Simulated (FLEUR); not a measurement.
# Ga (Cmcm) in FLEUR: notebook

Runs on Ga. Level: PBEsol. Tasks: single point.

Everything below comes from runs of FLEUR MaX-R8.1 (later development tree). Logs are shortened: lines on timing, memory, paths and dates and some standing lists are left out, and cuts for length are marked.

### 1 The cell of the first run

It takes space group Cmcm (No. 63, orthorhombic). Conventional cell: a = 2.900 Å, b = 8.130 Å, c = 3.043 Å, α = 90.00°, β = 90.00°, γ = 90.00°. Ga (site symmetry m2m) has 8 Ga at 2.64 to 2.90 Å as nearest neighbours.

This isn't the form of Ga at room conditions, which is orthorhombic.

### 2 Single point, PBEsol, 17.94 Å³/atom (strain component 3 = -0.04)

File inp.xml:

```xml
<?xml version="1.0" encoding="UTF-8" standalone="no"?>
<fleurInput fleurInputVersion="0.39">
   <comment>
      Ga                                                                                                  
   </comment>
   <calculationSetup>
      <cutoffs Kmax="4.38" Gmax="13.6" GmaxXC="13.6" numbands="0"/>
      <scfLoop itmax="60" minDistance="0.00001" maxIterBroyd="15" imix="Anderson" alpha="0.05" precondParam="0.0" spinf="2.0" sdNocoIR="T"/>
      <coreElectrons ctail="T" frcor="F" kcrel="0" coretail_lmax="0"/>
      <xcFunctional name="PBEs" relativisticCorrections="F"/>
      <magnetism jspins="1"/>
      <soc l_soc="F" theta="0.0" phi="0.0" spav="F"/>
      <expertModes spex="0" secvar="F"/>
      <geometryOptimization l_f="T" forcealpha="1.0" forcemix="BFGS" epsdisp="0.0005" epsforce="0.0002"/>
      <ldaU l_linMix="F" mixParam="0.05" spinf="1.0"/>
   </calculationSetup>
   <cell>
      <bzIntegration valenceElectrons="42.0" mode="hist" fermiSmearingEnergy="0.00183747">
         <kPointListSelection listName="default-1"/>
         <!-- k-points included here -->
         <xi:include xmlns:xi="http://www.w3.org/2001/XInclude" href="kpts.xml"> </xi:include>
      </bzIntegration>
      <!-- symmetry operations included here -->
      <xi:include xmlns:xi="http://www.w3.org/2001/XInclude" href="sym.xml"> </xi:include>
      <bulkLattice scale="1.0">
         <bravaisMatrix>
            <row-1>    2.7401028806699999    -7.6817366964990006     0.0000000000000000</row-1>
            <row-2>    2.7401028806699999     7.6817366964990006     0.0000000000000000</row-2>
            <row-3>    0.0000000000000000     0.0000000000000000     5.7508145423827202</row-3>
         </bravaisMatrix>
      </bulkLattice>
   </cell>
   <atomSpecies>
      <species name="Gallium (Ga)" element="Ga" atomicNumber="31">
         <mtSphere radius="2.24" gridPoints="763" logIncrement="0.016"/>
         <atomicCutoffs lmax="9" lnonsphr="9"/>
         <electronConfig flipSpins="F">
            <coreConfig>(1s1/2) (2s1/2) (2p1/2) (2p3/2)</coreConfig>
            <valenceConfig>(3s1/2) (3p1/2) (3p3/2) (4s1/2) (3d3/2) (3d5/2) (4p1/2) (4p3/2)</valenceConfig>
            <stateOccupation state="(4p1/2)" spinUp="0.166667" spinDown="0.166667"/>
            <stateOccupation state="(4p3/2)" spinUp="0.333333" spinDown="0.333333"/>
         </electronConfig>
         <energyParameters s="4" p="4" d="3" f="4"/>
         <lo type="SCLO" l="0" n="3" eDeriv="0"/>
         <lo type="SCLO" l="1" n="3" eDeriv="0"/>
         <lo type="SCLO" l="1" n="3" eDeriv="1"/>
         <lo type="HELO" l="2" n="4" eDeriv="0"/>
         <lo type="HELO" l="2" n="4" eDeriv="1"/>
         <lo type="SCLO" l="3" n="4" eDeriv="2"/>
      </species>
   </atomSpecies>
   <atomGroups>
      <atomGroup species="Gallium (Ga)">
         <relPos label="                   1">.1330000000 -.1330000000 -1.000/4.000</relPos>
         <relPos label="                   2">-.1330000000 .1330000000 1.000/4.000</relPos>
         <force calculate="T" relaxXYZ="TTT"/>
      </atomGroup>
   </atomGroups>
   <output dos="F" band="F" slice="F">
      <checks vchk="F" cdinf="F"/>
      <bandDOS minEnergy="-.5*Htr" maxEnergy="0.5*Htr" sigma="0.015" storeEVData="T"/>
      <vacuumDOS vacdos="F" integ="F" star="F" nstars="0" locx1="0.0" locy1="0.0" locx2="0.0" locy2="0.0" nstm="0" tworkf="0.0"/>
      <unfoldingBand unfoldBand="F" supercellX="1" supercellY="1" supercellZ="1"/>
      <plotting iplot="0" polar="F">
         <plot TwoD="T" vec1="  1.0  0.0  0.0" vec2="  0.0  1.0  0.0" vec3="  0.0  0.0  1.0" zero="  0.0  0.0  0.0" file="plot"/>
      </plotting>
      <chargeDensitySlicing numkpt="0" minEigenval="0.0" maxEigenval="0.0" nnne="0" pallst="F"/>
      <specialOutput eonly="F"/>
      <moessbauerParams electricFieldGradient="T" isomerShift="T" coreHyperfine="T" valenceHyperfine="T"/>
      <magneticCircularDichroism mcd="F" energyLo="-10.0" energyUp="0.0"/>
   </output>
  <!-- We include the file relax.xml here to enable relaxations (see documentation) -->
  <xi:include xmlns:xi="http://www.w3.org/2001/XInclude" href="relax.xml"> <xi:fallback/> </xi:include>
</fleurInput>
```

File crystal.txt:

```
Ga
&input cartesian=F /
1.4500000000  -4.0650000000  0.0000000000
1.4500000000  4.0650000000  0.0000000000
0.0000000000  0.0000000000  3.0432000000
1.8897261246
1.0 1.0 1.0

2
31 0.1330000000  0.8670000000  0.7500000000
31 0.8670000000  0.1330000000  0.2500000000

&kpt div1=8 div2=8 div3=6 gamma=T /
```

Potentials or basis: all-electron, FLAPW.

Run with:

```
$ inpgen -f crystal.txt -profile fastHighL
$ # inp.xml edited to the form shown
$ fleur_MPI
```

Log:

```text
Welcome to FLEUR        (www.flapw.de)
      MaX-Release 8.1          (www.max-centre.eu)

 ========== k-point set info ==========
 Selected k-point list: default-1
 k-point list type: mesh
 8 x 8 x 6
 Number of k points: 84

 ------------Calculation Setup---------------------------
 Number of MPI-tasks      :            1
 Number of PE/node        :            1
 Number of OMP-threads    :            1
 Most efficient MPI parallelization for:
           1           2           3           4           6           7          12          14          21          28          42          84
 Additional eigenvalue parallelization possible
 Number of basis functions:          440
 Approximate size of matrices (H+S) per k-point:         0.003 GB
 --------------------------------------------------------
 Iteration:     1   Distance:       5.42091120 me/bohr^3
 Iteration:     2   Distance:       4.82392474 me/bohr^3
 Iteration:     3   Distance:       2.44226348 me/bohr^3
 Iteration:     4   Distance:       0.41538071 me/bohr^3
 Iteration:     5   Distance:       0.53857424 me/bohr^3
 Iteration:     6   Distance:       0.07483192 me/bohr^3
 Iteration:     7   Distance:       0.02843708 me/bohr^3
 Iteration:     8   Distance:       0.03429376 me/bohr^3
 Iteration:     9   Distance:       0.00147606 me/bohr^3
 Iteration:    10   Distance:       0.00202603 me/bohr^3
 Iteration:    11   Distance:       0.00008557 me/bohr^3
 Iteration:    12   Distance:       0.00001728 me/bohr^3
 Iteration:    13   Distance:       0.00000829 me/bohr^3
 Reset of history

 ********************************************************************
 Run finished successfully
 Stop message:
   Structural relaxation: new displacements generated
 ********************************************************************
```

out.xml (last iteration):

```text
<iteration numberForCurrentRun="   14" overallNumber="   14">
         <energyParameters units="Htr">
            <atomicEP atomType="1" spin="1" branch="4s" branchLowest="-5.00" branchHighest="1.15" value="0.0036892531"/>
            <atomicEP atomType="1" spin="1" branch="4p" branchLowest="-3.19" branchHighest="1.81" value="0.1947089883"/>
            <atomicEP atomType="1" spin="1" branch="3d" branchLowest="-9.99" branchHighest="-0.24" value="-0.2727587066"/>
            <atomicEP atomType="1" spin="1" branch="4f" branchLowest="-9.99" branchHighest="3.57" value="0.5438667171"/>
            <loAtomicEP atomType="1" spin="1" branch="3s" branchLowest="-45.91" branchHighest="-5.00" value="-5.0027916223"/>
            <loAtomicEP atomType="1" spin="1" branch="3p" branchLowest="-39.91" branchHighest="-3.19" value="-3.2000538563"/>
            <loAtomicEP atomType="1" spin="1" branch="3p" branchLowest="-39.91" branchHighest="-3.19" value="-3.2000538563"/>
            <heloAtomicEP atomType="1" spin="1" branch="4d" branchLowest="2.21" branchHighest="2.21" value="2.2086953176"/>
            <heloAtomicEP atomType="1" spin="1" branch="4d" branchLowest="2.21" branchHighest="2.21" value="2.2086953176"/>
            <loAtomicEP atomType="1" spin="1" branch="4f" branchLowest="-9.99" branchHighest="3.57" value="0.5438692659"/>
         </energyParameters>
         <eigenvalues>
            <eigenvaluesAt spin="1" ikpt="1" k_x="0.00000000" k_y="0.00000000" k_z="0.00000000">
                      -5.0028158891       -5.0027737847       -3.1987888933       -3.1986047899       -3.1984259341
                      -3.1983914330       -3.1981225719       -3.1977402909       -0.2897713009       -0.2873922972
                      -0.2851616450       -0.2844840825       -0.2775001784       -0.2762958934       -0.2755216530
                      -0.2754599653       -0.2745675912       -0.2683196443       -0.1559553430        0.1733232926
                       0.2062199935        0.4071845761        0.5439822896        0.5457677870        0.5814475680
                       0.6507137893        0.6900825386        0.7165867503        0.7687627404        0.8364313588
                       0.9169176791        1.1534613391        1.1578348086
            </eigenvaluesAt>
            <eigenvaluesAt spin="1" ikpt="2" k_x="0.00000000" k_y="0.00000000" k_z="0.16666667">
                      -5.0028125479       -5.0027761007       -3.1987897412       -3.1986305779       -3.1984227729
                      -3.1983929309       -3.1980955742       -3.1977645786       -0.2884441151       -0.2874439626
                      -0.2849898884       -0.2827845410       -0.2790069104       -0.2787107636       -0.2752957864
                      -0.2735135283       -0.2734921680       -0.2701482407       -0.1390499392        0.1931555653
                       0.2079634381        0.2929588370        0.5618670712        0.5963086255        0.6031579729
                       0.6034405672        0.6828635888        0.7020522255        0.7156439760        0.9965586779
                       1.0046933776        1.0078514423        1.0345561093
            </eigenvaluesAt>
            <eigenvaluesAt spin="1" ikpt="3" k_x="0.00000000" k_y="0.00000000" k_z="0.33333333">
                      -5.0028037658       -5.0027827584       -3.1987823361       -3.1986901250       -3.1984147354
                      -3.1983973766       -3.1980225200       -3.1978314729       -0.2889417258       -0.2857091897
                      -0.2822819995       -0.2810723689       -0.2810380349       -0.2799465570       -0.2758535240
                      -0.2733934233       -0.2722656978       -0.2721239707       -0.0876282477        0.1141985420
                       0.2505431475        0.2826594315        0.4623708614        0.4666944737        0.6060638705
                       0.6343640903        0.7200396059        0.7571783746        0.8740349417        0.8998976656
                       0.9006649783        0.9078494675        0.9834363089
            </eigenvaluesAt>
            <eigenvaluesAt spin="1" ikpt="4" k_x="0.00000000" k_y="0.00000000" k_z="0.50000000">
                      -5.0027927509       -5.0027927509       -3.1987493830       -3.1987493830       -3.1984052764
                      -3.1984052764       -3.1979257161       -3.1979257161       -0.2876988042       -0.2876988042
                      -0.2819520770       -0.2819520770       -0.2783879638       -0.2783879638       -0.2762618298
                      -0.2762618298       -0.2717464455       -0.2717464455       -0.0018272138       -0.0018272138
                       0.3385651741        0.3385651741        0.3596769288        0.3596769288        0.6522263609
                       0.6522263609        0.7836635630        0.7836635630        0.8244200748        0.8244200748
                       0.8469446365        0.8469446365        1.2081700766
            </eigenvaluesAt>
         </eigenvalues>
         <bandgap value="0.0028371996" units="eV"/>
         <sumValenceSingleParticleEnergies value="-63.3968753203" units="Htr"/>
         <FermiEnergy value="0.2722804449" units="Htr"/>
         <valenceDensity>
            <mtCharges spin="1">
               <mtCharge atomType="1" total="19.3099340" s="2.8786363" p="6.5269044" d="9.8980733" f="0.0056034"/>
            </mtCharges>
            <spinDependentCharge spin="1" total="42.0000000" interstitial="3.3801320" mtSpheres="38.6198680"/>
            <totalCharge value="42.0000000000"/>
         </valenceDensity>
         <coreStates atomType="     1" atomicNumber=" 31" spin="1" kinEnergy="   1693.8356414969" eigValSum="  -1081.5686849305" lostElectrons=" 0.000000">
            <state n="1" l="0" j="0.5" energy="-375.0965187282" weight="1.0000000000"/>
            <state n="2" l="0" j="0.5" energy="-45.9082645814" weight="1.0000000000"/>
            <state n="2" l="1" j="0.5" energy="-40.6031873249" weight="1.0000000000"/>
            <state n="2" l="1" j="1.5" energy="-39.5881859154" weight="2.0000000000"/>
         </coreStates>
         <allElectronCharges>
            <spinDependentCharge spin="1" total="62.0000000" interstitial="3.3801320" mtSpheres="58.6198680"/>
            <totalCharge value="62.0000000005"/>
         </allElectronCharges>
         <moessbauerParams unitsHFF="kG" unitsIS="e/bohr^3" unitsEFG="Htr/bohr^2">
            <coreIsomerShift atomType="1" isTotal="27949.36223">
               <shell n="1" l="0" isomerShift="25400.31932"/>
               <shell n="2" l="0" isomerShift="2528.36827"/>
               <shell n="2" l="1" isomerShift="20.67464"/>
            </coreIsomerShift>
            <isomerShift atomType="1" nucleusRadius="0.0000972" averageDensity="28352.44093"/>
            <electricFieldGradient atomType="1" VXX="0.13072" VYY="0.15990" VZZ="-0.29063" asymParam="0.10040">
            </electricFieldGradient>
         </moessbauerParams>
         <totalEnergy                                    value="    -3885.3010347680" units="Htr">
            <sumOfEigenvalues                            value="    -2226.5342451812">
               <coreElectrons value="-2163.1373698610"/>
               <valenceElectrons value="-63.3968753203"/>
            </sumOfEigenvalues>
            <densityCoulombPotentialIntegral value="-5993.0526706230"/>
            <densityEffectivePotentialIntegral value="-6187.6645241587"/>
            <chargeDenXCDenIntegral value="-148.3961674129"/>
            <FockExchangeEnergyValence value="0.0000000000"/>
            <FockExchangeEnergyCore value="0.0000000000"/>
            <atomTypeDependentContributions atomType="1">
               <electronNucleiInteractionDifferentMTs value="4672.3139743899"/>
               <MadelungTerm value="-29.1948366312"/>
            </atomTypeDependentContributions>
            <tkbTimesEntropy value="0.0002002293"/>
            <freeEnergy value="-3885.3012349973"/>
            <extrapolationTo0K value="-3885.3011348826"/>
         </totalEnergy>
         <totalForcesOnRepresentativeAtoms units="Htr/bohr">
            <forceTotal atomType="1" x="0.000000" y="-2.043342" z="-1.437704" F_x="0.00000000" F_y="-0.00404112" F_z="0.00000000"/>
         </totalForcesOnRepresentativeAtoms>
      </iteration>
```

Run time: 1.7 min. Hardware: 1 thread of Arm Neoverse V2, shared host; peak memory 0.07 GiB.

What came out:

- Free energy: -105724.4326 eV
- Largest force: 0.208 eV/Å
- Band gap on the k mesh: none (metal or under the smearing width)
- Valence electrons inside the program's atomic spheres: Ga 19.31 (radii Ga 2.24 bohr)

### 3 Single point, PBEsol, 18.31 Å³/atom (strain component 3 = -0.02)

inp.xml: that of step 2 with these lines changed.

```diff
@@ -28,3 +28,3 @@
             <row-2>    2.7401028806699999     7.6817366964990006     0.0000000000000000</row-2>
-            <row-3>    0.0000000000000000     0.0000000000000000     5.7508145423827202</row-3>
+            <row-3>    0.0000000000000000     0.0000000000000000     5.8706231786823597</row-3>
          </bravaisMatrix>
@@ -34,3 +34,3 @@
       <species name="Gallium (Ga)" element="Ga" atomicNumber="31">
-         <mtSphere radius="2.24" gridPoints="763" logIncrement="0.016"/>
+         <mtSphere radius="2.24" gridPoints="771" logIncrement="0.016"/>
          <atomicCutoffs lmax="9" lnonsphr="9"/>
```

crystal.txt: that of step 2 with these lines changed.

```diff
@@ -4,3 +4,3 @@
 1.4500000000  4.0650000000  0.0000000000
-0.0000000000  0.0000000000  3.0432000000
+0.0000000000  0.0000000000  3.1066000000
 1.8897261246
```

Potentials or basis: all-electron, FLAPW.

Run with:

```
$ inpgen -f crystal.txt -profile fastHighL
$ # inp.xml edited to the form shown
$ fleur_MPI
```

Run time: 1.8 min. Hardware: 1 thread of Arm Neoverse V2, shared host; peak memory 0.07 GiB.

The run converged. Its results:

* Free energy: -105724.4364 eV
* Largest force: 0.180 eV/Å
* Band gap on the k mesh: none (metal or under the smearing width)
* Valence electrons inside the program's atomic spheres: Ga 19.30 (radii Ga 2.24 bohr)
